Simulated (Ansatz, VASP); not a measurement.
One calculation of Co, two programs

INCAR

```
  PREC = Accurate
  ENCUT = 520
  EDIFF = 1E-7
  ISMEAR = -1
  SIGMA = 0.05
  LREAL = F
  LASPH = T
  NELM = 120
  ALGO = Normal
  ISIF = 2
  LWAVE = F
  LCHARG = F
  ISPIN = 2
  MAGMOM = 2 2 2 2
  LORBIT = 11
  LMAXMIX = 4
  GGA = PE
  NBANDS = 30
```

Contents of KPOINTS:

```
regular mesh
0
Gamma
  12 12 4
```

POSCAR

```
Co
1.0
    2.4201280013      0.0000000000      0.0000000000
   -1.2100640007      2.0958923296      0.0000000000
    0.0000000000      0.0000000000      7.9231214745
Co
4
Direct
    0.6666666667      0.3333333333      0.7500000000
    0.0000000000      0.0000000000      0.5000000000
    0.3333333333      0.6666666667      0.2500000000
    0.0000000000      0.0000000000      0.0000000000
```

File input.yaml:

```yaml
crystal:
  lattice:
    - [2.4201280013, 0.0, 0.0]
    - [-1.2100640007, 2.0958923296, 0.0]
    - [0.0, 0.0, 7.9231214745]
  atoms:
    - { symbol: Co, position: [0.6666666667, 0.3333333333, 0.75], spin: 2.0 }
    - { symbol: Co, position: [0.0, 0.0, 0.5], spin: 2.0 }
    - { symbol: Co, position: [0.3333333333, 0.6666666667, 0.25], spin: 2.0 }
    - { symbol: Co, position: [0.0, 0.0, 0.0], spin: 2.0 }
hamiltonian:
  xc: pbe
  pseudopotentials: { kind: paw }
magnetization:
  spin_polarized: true
kpoints:
  mp_grid: { grid: [12, 12, 4] }
scf:
  occupations: { method: fermi_dirac, width: 0.05 }
output:
  forces: true
  stress: true
  eigenvalues: true
```

Change from the starting cell: volume scaled by 0.94.

Alike in both runs: task single point; functional PBE; k mesh 12 × 12 × 4; occupations fermi-dirac, width 0.05 eV; collinear spin, ferromagnetic start.

|  | VASP | Ansatz |
| --- | --- | --- |
| version | VASP 6.6.1 | Ansatz 0.2.0 |
| potentials or method | VASP PAW PBE potentials, release 64 (Co) | Ansatz PAW |
| plane-wave cutoff (eV) | 520 | 420 |
| valence electrons in the cell | 36 | 68 |

```tsv
	VASP	Ansatz	Ansatz less VASP
gap on the k mesh at the Fermi level (eV)	none	none	-
pressure (GPa)	19.3	20.6	+1.31
largest component of the traceless stress (GPa)	2.54	2.65	+0.113
net moment per atom (μB)	1.56	1.57	+0.010
size of the moment on the site where the two differ most (μB)	1.57	1.64	+0.070
```

Site moments also hang on the region over which each program counts them. A gap of «none» marks a metal or a gap that the smearing closes. With one functional, cell and mesh, what is left measures potentials, basis and numerics. The two sets of potentials don't hold the same shells in valence.
